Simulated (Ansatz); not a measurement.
Input:

```yaml
crystal:
  lattice:
    - [5.727565, 0.0, 0.0]
    - [2.863782, 4.960217, 0.0]
    - [0.0, 0.0, 16.676537]
  atoms:
    - { symbol: Al, position: [0.1666667, 0.1666667, 0.0599645] }
    - { symbol: Al, position: [0.6666667, 0.1666667, 0.0599645] }
    - { symbol: Al, position: [0.1666667, 0.6666667, 0.0599645] }
    - { symbol: Al, position: [0.6666667, 0.6666667, 0.0599645] }
    - { symbol: Al, position: [-0.16552843, 0.33464282, 0.20125858] }
    - { symbol: Al, position: [0.33088419, 0.33463996, 0.20125979] }
    - { symbol: Al, position: [-0.16547674, 0.83094629, 0.20123084] }
    - { symbol: Al, position: [0.33328688, 0.83342065, 0.19690568] }
    - { symbol: Al, position: [-0.02457846, 0.01230952, 0.33853477] }
    - { symbol: Al, position: [0.51226219, 0.01230502, 0.33853935] }
    - { symbol: Al, position: [-9.27e-06, 0.50001873, 0.3425437] }
    - { symbol: Al, position: [0.51216507, 0.47566764, 0.33863255] }
    - { symbol: Pt, position: [0.33311934, 0.83373338, 0.43262782] }
basis:
  ecutwfc: 420.0
kpoints:
  mp_grid: { grid: [3, 3, 1] }
hamiltonian:
  xc: pbe
scf:
  occupations: { method: fermi_dirac, width: 0.15 }
  lower_state_search: "off"
neb:
  images: 5
  f_tol: 0.05
  initial_path: linear
  max_iterations: 25
  spring: 1.0
  constraints: [{ sites: [0, 1, 2, 3] }]
  final_atoms:
    - { symbol: Al, position: [0.1666667, 0.1666667, 0.0599645] }
    - { symbol: Al, position: [0.6666667, 0.1666667, 0.0599645] }
    - { symbol: Al, position: [0.1666667, 0.6666667, 0.0599645] }
    - { symbol: Al, position: [0.6666667, 0.6666667, 0.0599645] }
    - { symbol: Al, position: [-0.16911582, 0.33463996, 0.20125979] }
    - { symbol: Al, position: [0.33447156, 0.33464282, 0.20125858] }
    - { symbol: Al, position: [-0.16671313, 0.83342065, 0.19690568] }
    - { symbol: Al, position: [0.33452325, 0.83094629, 0.20123084] }
    - { symbol: Al, position: [0.01226218, 0.01230502, 0.33853935] }
    - { symbol: Al, position: [0.47542153, 0.01230952, 0.33853477] }
    - { symbol: Al, position: [0.01216506, 0.47566764, 0.33863255] }
    - { symbol: Al, position: [0.49999072, 0.50001873, 0.3425437] }
    - { symbol: Pt, position: [0.83311933, 0.83373338, 0.43262782] }
  order_check: true
```

Run as:

```bash
$ ansatz run input.yaml --threads 1 --pin off --max-ram 3072MiB --backend cpu --events-out ev --progress --plain --runs-dir out
```

Hardware: 1 thread of Arm Neoverse N1 (shared host).

Question: Roughly how long does this run take, and how much memory?

Answer: 27 min, with a peak of 0.91 GiB, for 9 band iterations.
